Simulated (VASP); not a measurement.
Input of a VASP 6.6.1 run:

File POSCAR:

```
WSe2
1.0
    3.3216984066      0.0000000000      0.0000000000
   -1.6608492033      2.8766752054      0.0000000000
    0.0000000000      0.0000000000     21.3462600000
  Se              W
     2     1
Direct
     0.3333333300000021    0.6666666699999979    0.4212775025818357
     0.3333333300000021    0.6666666699999979    0.5787224974181643
     0.6666666699999979    0.3333333300000021    0.5000000000000000
```

Contents of INCAR.step1:

```
SYSTEM = WSe2
PREC = Accurate
ENCUT = 600
EDIFF = 1E-8
ISMEAR = 0
SIGMA = 0.03
LREAL = .FALSE.
LASPH = .TRUE.
NELM = 80
ALGO = Fast
ISIF = 2
LWAVE = .FALSE.
LCHARG = .FALSE.
GGA = PE
LATTICE_CONSTRAINTS = .TRUE. .TRUE. .FALSE.
IBRION = 2
NSW = 40
EDIFFG = -0.002
```

File INCAR.step2:

```
SYSTEM = WSe2
PREC = Accurate
ENCUT = 600
EDIFF = 1E-8
ISMEAR = 0
SIGMA = 0.03
LREAL = .FALSE.
LASPH = .TRUE.
NELM = 80
ALGO = Fast
ISIF = 2
LWAVE = .FALSE.
LCHARG = .FALSE.
GGA = PE
LATTICE_CONSTRAINTS = .TRUE. .TRUE. .FALSE.
IBRION = 6
NFREE = 2
POTIM = 0.015
NSW = 1
```

KPOINTS

```
Automatic mesh
0
G
  12 12 1
  0 0 0
```

Potentials or basis: VASP PAW PBE potentials, release 64 (Se, W_sv).

Run with:

```console
$ cat potpaw_PBE.64/Se/POTCAR potpaw_PBE.64/W_sv/POTCAR > POTCAR
$ cp INCAR.step1 INCAR
$ mpirun -np 1 vasp_std > vasp.out
$ cp CONTCAR POSCAR
$ cp INCAR.step2 INCAR
$ mpirun -np 1 vasp_std > vasp.out
```

Question: Predict the highest phonon frequency at Γ, LO-TO splitting left out.

Answer: 299 cm⁻¹.

Phonon frequencies in cm⁻¹ (negative: imaginary):
```
              q point                    frequencies
(0.000, 0.000, 0.000)  0 0 0 168 168 238 238 242 299
```

Spin-orbit coupling is left out, which matters for the levels of W.
